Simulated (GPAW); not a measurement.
The system is CdGeAs2.

```
CELL_PARAMETERS angstrom
-2.98887 2.98887 5.66430
2.98887 -2.98887 5.66430
2.98887 2.98887 -5.66430
ATOMIC_POSITIONS crystal
Cd 0.50000 0.50000 0.00000
Cd 0.25000 0.75000 0.50000
As 0.09622 0.12500 0.47122
As 0.37500 0.90378 0.02878
As 0.65378 0.62500 0.52878
As 0.87500 0.34622 0.97122
Ge 0.75000 0.25000 0.50000
Ge 0.00000 0.00000 0.00000
```

The cell is a database's computed one.

Base run:

| Property | Result |
| --- | --- |
| Program | GPAW 26.7.0 |
| Functional | PBE |
| Potentials or basis | GPAW PAW data sets (gpaw-data 1.2.1) |
| Cutoff | 600 eV |
| Basis | pw |
| k mesh | 4 × 4 × 4 |
| Occupations | fermi-dirac, width 0.05 eV |
| Spin | no spin polarisation |

Its results: band gap on the k mesh 0.22 eV, direct; pressure 2.2 GPa; largest force 0.195 eV/Å.

The run is repeated on the same cell with these changes: functional from PBE to LDA; potentials or basis from GPAW PAW data sets (gpaw-data 1.2.1) to the program's PAW data sets (release 1.2.1) made for this functional. What comes out?

Band gap on the k mesh 0.22 eV, direct; pressure -2.5 GPa; largest force 0.270 eV/Å.

Caveats: the mesh misses the band edges, which the band path finds closer together.

Not every run made on this cell is shown here.
